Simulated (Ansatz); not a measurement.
Electron masses and the choice of a transistor channel

Plane-wave DFT in Ansatz, PBE, scalar-relativistic PAW potentials, cutoff 420 eV, no spin-orbit coupling; no spin polarisation. Relaxed crystals whose conduction band edge is a single valley at Γ; masses by central differences along the Cartesian axes of the standard setting. A star marks a structure that wasn't matched here to a measured phase, so it may never have been made and needn't be stable; unstarred phases aren't always the most stable ones.

| crystal | gap (eV) | gap kind | m_x | m_y | m_z (mₑ) |
| --- | --- | --- | --- | --- | --- |
| InP (F-43m) | 0.44 | direct | 0.039 | 0.039 | 0.039 |
| Ga₂O₃ (C2/m) | 2.01 | indirect | 0.22 | 0.231 | 0.211 |
| Si₃N₄ (P6_3/m) | 4.25 | indirect | 1.46 | 1.46 | 0.218 |
| ZnS (R3m)* | 2.04 | direct | 0.173 | 0.173 | 0.163 |

Task: Take a film 5 nm thick, normal along z, current along x, at 300 K. Work out the injection velocity, the density-of-states capacitance and the confinement shift.

Result: For a non-degenerate gas v_T = √(2k_BT/πm_x) = 5.38×10⁶ cm/s ÷ √(m_x/mₑ); one valley with both spins has C_Q = e²√(m_x m_y)/πħ² = 66.9 μF/cm² × √(m_x m_y)/mₑ; hard walls lift the first subband by ħ²π²/(2m_z t²) = 376 meV nm² ÷ (t² m_z/mₑ).
| crystal | v_T (10⁷ cm/s) | C_Q (μF/cm²) | shift (meV) |
| --- | --- | --- | --- |
| InP (F-43m) | 2.72 | 2.6 | 386 |
| Ga₂O₃ (C2/m) | 1.15 | 15.1 | 71 |
| Si₃N₄ (P6_3/m) | 0.45 | 97.7 | 69 |
| ZnS (R3m)* | 1.29 | 11.6 | 92 |

Task: With a gate oxide of 1 nm equivalent thickness (3.45 μF/cm²), which gives the most current per gate overdrive in the ballistic limit?

Result: The gate capacitance is the series value C_G = 1/(1/C_ox + 1/C_Q), and the current goes as C_G v_T: InP (F-43m) 1.00, ZnS (R3m)* 0.85, Ga₂O₃ (C2/m) 0.80, Si₃N₄ (P6_3/m) 0.37 (relative). For an isotropic mass C_G v_T peaks where C_Q = C_ox, at about 0.05 mₑ. The lightest mass wins here, since its C_Q of 2.6 μF/cm² costs less than its speed gains. C_Q is the degenerate value and v_T the non-degenerate one; at high drain bias only forward-going states fill, which halves C_Q, while degeneracy raises the velocity, so values within about 10 % of each other aren't ranked. Scattering and the charge centroid are left out, and so are side valleys, which confinement lifts less and can make the lowest. Members with gaps over 3 eV here are hard to dope and contact. Where the shift is over a third of the gap (InP (F-43m)) the band isn't parabolic that far up, so the true shift is smaller and the mass larger. Semilocal functionals give gaps too small and so, as a rule, masses too light.

Cost: about 28 core-minutes for the runs cited, on Arm Neoverse V1, Intel Xeon Platinum 8488C (Sapphire Rapids), Intel Xeon Processor @ 2.50GHz (Skylake/Cascade Lake) and other processors (shared hosts).